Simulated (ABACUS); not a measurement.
Runs of ABACUS 3.10.1 on CoO. Symmetry: Fm-3m, No. 225, cubic system. Conventional cell: a = 4.263 Å, b = 4.263 Å, c = 4.263 Å, α = 90.00°, β = 90.00°, γ = 90.00°. Around Co (site symmetry m-3m) lie 6 O at 2.13 Å. O (site symmetry m-3m) is surrounded by 6 Co at 2.13 Å. 

| task | level | potentials or basis | cell | k mesh | cutoff (eV) | SCF threshold on the density | eigensolver | symmetry key | threshold of the eigensolver | path | gap on the mesh (eV) | pressure (GPa) | moment (μB) | V0 of scaled cells (Å³/atom) | B0 (GPa) |
| --- | --- | --- | --- | --- | --- | --- | --- | --- | --- | --- | --- | --- | --- | --- | --- |
| single point | PBE | PseudoDojo NC SR 0.4.1 PBE standard, DZP LCAO (the cutoffs set its grid) | as given | 11 × 11 × 11 | 1361 | 1e-07 | genelpa | 1 | - | - | none | -1.2 | 2.99 | - | - |
| single point | PBE | PseudoDojo NC SR 0.4.1 PBE standard, TZDP LCAO (the cutoffs set its grid) | as given | 11 × 11 × 11 | 1361 | 1e-07 | genelpa | 1 | - | - | none | -1.6 | 2.99 | - | - |
| equation of state | PBE | PseudoDojo NC SR 0.4.1 PBE standard, TZDP LCAO (the cutoffs set its grid) | as given | 11 × 11 × 11 | 1361 | 1e-07 | genelpa | 1 | - | - | - | - | - | 9.60 | 181 |
| single point | SOGGA | PseudoDojo NC SR 0.4.1 PBEsol standard, plane waves | as given | 9 × 9 × 9 | 1320 | 1e-08 | dav | 1 | - | - | none | (a) | 2.99 | - | - |
| equation of state | PBE | PseudoDojo NC SR 0.4.1 PBE standard, DZP LCAO (the cutoffs set its grid) | as given | 11 × 11 × 11 | 1361 | 1e-07 | genelpa | 1 | - | - | - | - | - | (b) | 180 |
| single point | PBE | PseudoDojo NC SR 0.4.1 PBE standard, DZP LCAO (the cutoffs set its grid) | atoms moved at random, drawn with an rms of 0.05 Å | 11 × 11 × 11 | 1361 | 1e-07 | genelpa | 1 | - | - | none | -1.0 | 2.99 | - | - |

Alike in all rows: spin collinear, ferromagnetic start; smearing fermi-dirac 0.05 eV.

**Question.** Fill in the values left out.

**Answer.** (a) -14.1; (b) 9.62.

Caveats: the atomic orbitals were generated for these runs and aren't a published set (some runs); the basis of atomic orbitals isn't converged, which shifts pressures, moduli and gaps (some runs); a cell with one magnetic atom can't hold antiferromagnetic order, which such compounds often take (some runs); semilocal functionals often make such compounds metallic where correlation or magnetic order opens a gap, which also shifts bond lengths (some runs); the potentials were made for another functional, which shifts forces and pressure (some runs).

A gap of «none» marks a metal or a gap under the smearing width.
